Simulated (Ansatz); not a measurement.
Born–Oppenheimer molecular dynamics of a 18-atom TiSi$_{2}$ cell at 16.07 Å³/atom, computed with Ansatz: Langevin thermostat at 1090 K, 87 steps of 3.0 fs, friction 0.015 1/fs. The run is short and the cell small, so it isn't an equilibrium average.

```yaml
crystal:
  lattice:
    - [6.663251, 0.246085, -0.094535]
    - [0.246085, 6.448499, -0.008168]
    - [-0.094535, -0.008168, 6.743254]
  atoms:
    - { symbol: Ti, position: [0.4567267886, 0.3147319921, 0.8316423978] }
    - { symbol: Ti, position: [0.4681176891, 0.7386532723, 0.708583391] }
    - { symbol: Ti, position: [0.2222722781, 0.4597362361, 0.5256676686] }
    - { symbol: Ti, position: [0.879699271, 0.9348068059, 0.3386181806] }
    - { symbol: Ti, position: [0.1172917965, 0.9694346241, 0.7143291932] }
    - { symbol: Ti, position: [0.1959637463, 0.6516679937, 0.0564327042] }
    - { symbol: Si, position: [0.5076709576, 0.9173958316, 0.077493316] }
    - { symbol: Si, position: [0.6588173092, 0.5736358799, 0.3150055347] }
    - { symbol: Si, position: [0.2627425611, 0.8535719197, 0.4082024253] }
    - { symbol: Si, position: [0.8168615098, 0.6755573998, 0.6437075374] }
    - { symbol: Si, position: [0.0571746149, 0.0634494903, 0.0837589326] }
    - { symbol: Si, position: [0.3229642202, 0.2647723915, 0.223166382] }
    - { symbol: Si, position: [0.5038240822, 0.0729000354, 0.5096721978] }
    - { symbol: Si, position: [0.7902599148, 0.9607170524, 0.8634115883] }
    - { symbol: Si, position: [0.7627228604, 0.5849228451, 0.981641233] }
    - { symbol: Si, position: [0.7905215573, 0.2248924204, 0.6001090467] }
    - { symbol: Si, position: [0.043086639, 0.3476625319, 0.8732270652] }
    - { symbol: Si, position: [0.7342623675, 0.2755209933, 0.1565724356] }
  symmetry: { detect: false }
basis:
  ecutwfc: 420
  xc_grid: 1
kpoints:
  mp_grid: { grid: [1, 1, 1], shift: [0.25, 0.25, 0.25] }
hamiltonian:
  xc: pbe
scf:
  occupations: { method: fermi_dirac, width: 0.0939 }
  lower_state_search: "off"
  convergence: { dr2_threshold: 1.0e-05 }
output:
  forces: true
  stress: true
md:
  timestep: 3.0
  n_steps: 87
  ensemble: nvt_langevin
  friction: 0.015
  temperature: 1090.0
  initial_velocities: maxwell_boltzmann
  seed: 51418
```

```bash
ansatz run input.yaml --threads 2 --pin off --max-ram 5120MiB --backend cpu --events-out ev --progress --plain --runs-dir out
```

Method: DFT PBE, scalar-relativistic, plane waves, PAW (Ansatz 0.2.0).

6 frames, positions in Å (not wrapped into the cell) and forces in eV/Å:

```xyz
18
Lattice="6.663 0.246 -0.095 0.246 6.448 -0.008 -0.095 -0.008 6.743" Properties=species:S:1:pos:R:3:forces:R:3 pbc="T T T" time_fs=0.0 temperature_K=1029 free_energy_over_first_frame_eV=0.000
Ti    3.042    2.135    5.562    1.020   -1.120    1.190
Ti    3.234    4.873    4.728    0.380   -0.170    1.330
Ti    1.544    3.015    3.520   -1.140    0.870   -0.180
Ti    6.060    6.242    2.193   -1.300   -1.980    0.640
Ti    0.953    6.274    4.798   -0.330    1.110    0.310
Ti    1.461    4.250    0.357   -0.480    0.130    0.650
Si    3.601    6.040    0.467   -0.680    0.470    0.230
Si    4.501    3.859    2.057   -0.520    1.770    2.730
Si    1.922    5.566    2.721   -0.610   -1.370   -2.070
Si    5.548    4.552    4.258    2.420   -1.010   -2.180
Si    0.389    0.423    0.559    1.600    0.050   -0.410
Si    2.196    1.785    1.472    0.270    0.070   -1.290
Si    3.327    0.590    3.389   -1.160    0.910   -0.400
Si    5.420    6.383    5.740   -1.240    0.510    1.060
Si    5.133    3.952    6.543    0.080    0.430   -0.520
Si    5.266    1.640    3.970    1.350    1.590    0.680
Si    0.290    2.245    5.881    0.880    0.030   -0.890
Si    4.946    1.956    0.984   -0.540   -2.290   -0.850
18
Lattice="6.663 0.246 -0.095 0.246 6.448 -0.008 -0.095 -0.008 6.743" Properties=species:S:1:pos:R:3:forces:R:3 pbc="T T T" time_fs=51.0 temperature_K=1656 free_energy_over_first_frame_eV=-1.767
Ti    3.334    2.054    5.803   -0.100    0.120   -0.630
Ti    3.432    4.937    4.861    1.090   -0.590   -0.720
Ti    1.416    2.983    3.328    1.270    0.990   -0.320
Ti    5.780    6.106    2.505    0.310   -0.170   -0.620
Ti    1.065    6.197    4.836    0.010    1.010   -0.520
Ti    1.360    4.325    0.461    0.480   -0.820   -0.740
Si    3.340    6.307    0.460   -0.390   -0.390    0.300
Si    4.267    4.048    2.353   -0.750   -1.000   -0.470
Si    1.811    5.534    2.481   -0.130    0.230    1.450
Si    5.956    4.050    4.003   -1.020    1.950    0.780
Si    0.570    0.255    0.496   -1.230    1.280    0.900
Si    2.185    2.054    1.226    0.250   -0.650   -0.040
Si    3.050    0.785    3.478    0.310    0.050   -0.320
Si    5.206    6.409    5.769    1.330    0.440   -0.420
Si    5.411    4.043    6.695   -0.990   -0.430    0.160
Si    5.423    1.804    4.080   -0.320   -1.150   -0.430
Si    0.598    2.434    5.631    0.580   -0.870    1.250
Si    5.142    1.730    1.022   -0.660    0.020    0.390
18
Lattice="6.663 0.246 -0.095 0.246 6.448 -0.008 -0.095 -0.008 6.743" Properties=species:S:1:pos:R:3:forces:R:3 pbc="T T T" time_fs=105.0 temperature_K=1421 free_energy_over_first_frame_eV=-1.536
Ti    3.693    1.989    5.716   -0.370   -0.050   -0.350
Ti    3.713    4.664    4.823   -1.280    1.780    0.000
Ti    1.365    3.221    3.439    0.540   -1.610   -0.200
Ti    5.544    5.775    2.691    2.160   -1.320   -1.040
Ti    1.317    6.475    4.843    0.650   -2.180   -1.060
Ti    1.261    4.186    0.299   -0.340    0.620   -0.730
Si    2.997    6.405    0.294    0.360   -1.840   -0.850
Si    3.905    3.837    2.468   -0.240   -1.190    0.640
Si    1.854    5.289    2.391    0.000    2.290    1.070
Si    6.153    4.384    4.718    0.520   -0.220    0.310
Si    0.498    0.666    0.936    0.130   -0.600    0.500
Si    2.545    2.114    1.077   -1.280    0.790    2.020
Si    3.232    0.798    3.297   -1.240   -0.310    0.640
Si    5.611    6.427    6.045   -0.320   -0.810   -0.540
Si    4.918    4.023    7.114    1.100    0.220   -0.480
Si    5.583    1.639    3.875    0.110    0.600    0.780
Si    0.617    2.081    5.777   -0.050    2.070    0.350
Si    4.900    1.400    1.494   -0.450    1.760   -1.050
18
Lattice="6.663 0.246 -0.095 0.246 6.448 -0.008 -0.095 -0.008 6.743" Properties=species:S:1:pos:R:3:forces:R:3 pbc="T T T" time_fs=156.0 temperature_K=1711 free_energy_over_first_frame_eV=-3.003
Ti    3.618    1.828    5.673    0.250    0.430    0.570
Ti    3.678    4.901    4.791   -0.160   -0.580    0.760
Ti    1.271    3.176    3.406    0.710   -0.470    0.240
Ti    5.675    5.422    2.478    0.030    0.710   -0.750
Ti    1.566    6.505    4.880   -1.770   -0.200    0.440
Ti    1.333    4.539    0.163   -0.590   -0.330    1.260
Si    3.194    6.149    0.322    0.390    0.410    0.410
Si    3.878    3.327    2.931    0.010    0.600    0.610
Si    1.723    5.594    2.626    0.020   -0.970   -1.080
Si    6.187    4.417    4.779   -0.120   -0.100   -0.320
Si    0.172    0.673    1.217    1.100    0.130   -0.490
Si    2.293    2.223    1.173   -0.020    0.170    0.630
Si    3.301    0.427    3.474    0.980    1.180   -0.860
Si    5.491    6.227    6.331    0.260   -0.090   -0.420
Si    5.125    3.822    7.025   -0.010    0.080    0.250
Si    5.958    1.763    4.110   -1.320    0.220   -0.080
Si    0.673    2.203    6.082   -0.060    0.140   -0.430
Si    4.740    1.635    1.802    0.310   -1.320   -0.750
18
Lattice="6.663 0.246 -0.095 0.246 6.448 -0.008 -0.095 -0.008 6.743" Properties=species:S:1:pos:R:3:forces:R:3 pbc="T T T" time_fs=210.0 temperature_K=1687 free_energy_over_first_frame_eV=-2.492
Ti    3.438    1.884    5.810    0.600    0.410    1.000
Ti    3.709    5.096    5.040   -1.640   -1.470   -0.340
Ti    1.152    2.784    3.547    1.130    0.980   -0.330
Ti    5.669    5.461    2.388   -0.160    1.120    0.140
Ti    1.388    6.661    4.893   -0.400   -0.670    0.560
Ti    1.121    4.608    0.394    0.250    0.470   -0.550
Si    3.182    6.151    0.728    0.660   -0.030   -0.550
Si    4.148    2.989    3.482   -2.100    2.740   -1.270
Si    1.879    5.291    2.614   -0.170    0.090    1.760
Si    6.045    4.405    4.750    0.210    0.390   -0.640
Si    0.303    0.855    1.268    0.740   -0.420    0.280
Si    2.304    2.371    1.431    0.200   -0.020   -1.110
Si    3.355    0.529    3.502   -0.570    0.230   -0.400
Si    5.561    6.134    6.387   -0.370    0.830    0.260
Si    5.371    3.596    7.324   -0.600    0.640   -0.670
Si    5.701    1.837    4.362    1.440   -2.440    1.010
Si    0.624    2.481    6.032    0.910   -1.630    1.030
Si    4.688    1.648    1.605   -0.130   -1.240   -0.190
18
Lattice="6.663 0.246 -0.095 0.246 6.448 -0.008 -0.095 -0.008 6.743" Properties=species:S:1:pos:R:3:forces:R:3 pbc="T T T" time_fs=261.0 temperature_K=1111 free_energy_over_first_frame_eV=-2.193
Ti    3.528    1.902    5.858   -3.460   -0.210    1.850
Ti    3.300    4.942    5.324    0.470   -0.020   -0.870
Ti    1.474    2.771    3.516   -1.460   -0.570    1.500
Ti    5.441    5.611    2.304   -0.100   -1.710    1.160
Ti    1.103    6.531    5.118    0.530    0.090   -0.090
Ti    0.888    4.593    0.517   -0.580    0.570    0.330
Si    3.005    6.160    0.741    0.450    0.070   -0.360
Si    4.043    3.429    3.386    0.650   -1.400   -0.490
Si    2.027    5.134    3.008   -0.570    0.300   -1.030
Si    6.064    4.640    4.743    0.270    0.180   -0.860
Si    0.689    0.652    1.693   -0.630    0.510    0.480
Si    2.316    2.697    1.321    1.620   -0.650    0.030
Si    3.083    0.643    3.617    0.760    0.330    0.260
Si    5.348    6.333    6.484   -0.050   -0.680    0.020
Si    5.168    3.514    6.636    0.510    0.560    1.660
Si    5.427    1.662    4.745    2.860   -0.140   -2.210
Si    0.851    2.279    6.239   -0.830    0.130   -0.930
Si    4.910    1.387    1.757   -0.460    2.640   -0.440
```

Over the second half the temperature averages 1408 K and the pressure (kinetic part included, positive in compression) 0.8 GPa. Mean square displacements at the end: Si 0.44 Å², Ti 0.34 Å² (from the start of this run, the atoms' common shift taken off).

One k point is coarse for so small a cell, so forces and above all the pressure are rough.

It took 5 min on 2 threads of AMD EPYC (Zen 3), on a shared host, peak memory 0.47 GiB.